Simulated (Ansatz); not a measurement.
Method: Ansatz, DFT PBE, scalar-relativistic, plane waves, PAW. All cells share a 420 eV cutoff and Γ-centred k meshes spaced at most about 0.3 Å⁻¹ (about 0.25 or finer for metals, 2π included). No spin polarisation.

Formation energies are uncorrected and refer to the elements' standard structures at the same level.

These are static total energies at zero pressure. Larger cells and other orderings weren't all tried, so the list isn't exhaustive. The reference form of S is held partly by dispersion forces, which this level lacks.

A search for Cd2S gave 15 distinct relaxed structures, 1 of them from databases. Coordination counts S atoms around Cd (those within 1.25 times the shortest such distance or 1.15 times the sum of covalent radii; the shortest distance is added where it is long for a bond; a slash parts the counts of unlike sites). Cells relaxed within their symmetry can be saddle points.

Q: Which structure of Cd2S came out lowest?

A: The one with space group P-4m2 (No. 115), reached from: a cell proposed by chemical analogy. It has a = 4.104 Å, c = 9.125 Å, 25.6 Å³/atom, no gap on the mesh. Cd on a site of symmetry 2mm is surrounded by 2 S at 2.61 Å, 1 Cd at 2.79 Å and 4 Cd at 3.22 Å; around Cd on a site of symmetry -4m2 lie 4 S at 2.57 Å; Cd on a second site of symmetry -4m2 is surrounded by 8 Cd at 3.22 Å and 4 S at 3.65 Å; around S lie 4 Cd at 2.57–2.61 Å and 2 Cd at 3.65 Å. Its energy over the elements is −0.31 eV/atom. It lies below the elements, which doesn't yet make it stable against other compounds or structures. It is an invented cell; the lowest one relaxed from a database has space group P3m1 (No. 156) and lies 84 meV/atom higher.

```cif
data_structure
_symmetry_space_group_name_H-M 'P 1'
_symmetry_Int_Tables_number 1
_cell_length_a 4.1036
_cell_length_b 4.1036
_cell_length_c 9.1248
_cell_angle_alpha 90.000
_cell_angle_beta 90.000
_cell_angle_gamma 90.000
_cell_volume 153.65
loop_
_atom_site_label
_atom_site_type_symbol
_atom_site_fract_x
_atom_site_fract_y
_atom_site_fract_z
_atom_site_occupancy
Cd1 Cd 0.50000 0.50000 0.34691 1
Cd2 Cd 0.50000 0.50000 0.65309 1
Cd3 Cd 0.00000 0.00000 0.00000 1
Cd4 Cd 0.00000 0.00000 0.50000 1
S1 S 0.00000 0.50000 0.16941 1
S2 S 0.50000 0.00000 0.83059 1
```

Q: How much higher is the P4/nmm structure with 23.4 Å³/atom and coordination Cd 4 from 3.6 Å/5 (reached from: NdTe2 type (P4/nmm))?

A: 121 meV/atom. It has no gap on its mesh.

Q: How much higher is the P3m1 structure with 26.9 Å³/atom and coordination Cd 1/1 from 3.0 Å/3/4 (reached from: a relaxed cell, shaken at random and relaxed again)?

A: 30 meV/atom. It has no gap on its mesh.

Some candidate types were left out of the draw beforehand, so a known form may be missing.
